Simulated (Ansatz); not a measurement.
# Tl: the cost of one run

Method: DFT PBEsol, scalar-relativistic, plane waves, PAW, in Ansatz 0.2.0.

## Step 1: The starting structure

The structure is trigonal, space group R-3m (No. 166). Conventional cell: a = 4.276 Å, b = 4.276 Å, c = 11.893 Å, α = 90.00°, β = 90.00°, γ = 120.00°. Tl (site symmetry 3m) has 3 Tl at 2.86 Å as nearest neighbours.

As a file:

```
Tl
1.0
     2.13789    1.23431    3.96445
    -2.13789    1.23431    3.96445
     0.00000   -2.46862    3.96445
Tl
2
Direct
  0.22754 0.22754 0.22754
  0.77246 0.77246 0.77246
```

This is candidate A: grey arsenic (A7) type (R-3m, No. 166).

(A quick probe on a coarse mesh, which set the mesh and smearing, is not shown.)

## Step 3: Coarse relaxation (candidate A)

Contents of input.yaml:

```yaml
crystal:
  lattice:
    - [2.1378857486, 1.2343089125, 3.9644528031]
    - [-2.1378857486, 1.2343089125, 3.9644528031]
    - [0.0, -2.4686178249, 3.9644528031]
  atoms:
    - { symbol: Tl, position: [0.22754, 0.22754, 0.22754] }
    - { symbol: Tl, position: [0.77246, 0.77246, 0.77246] }
basis:
  ecutwfc: 420
kpoints:
  mp_grid: { grid: [6, 6, 6] }
hamiltonian:
  xc: pbesol
scf:
  occupations: { method: gaussian, width: 0.1 }
  lower_state_search: "off"
output:
  forces: true
  stress: true
  eigenvalues: true
relax:
  adjacent_minimum: "off"
  f_tol: 0.04
  max_steps: 70
  cell: { stress_tol: 0.4 }
```

Q: Estimate wall time and peak memory on 1 thread of an Arm CPU, shared host.

About 27 s, with a peak of 0.34 GiB.
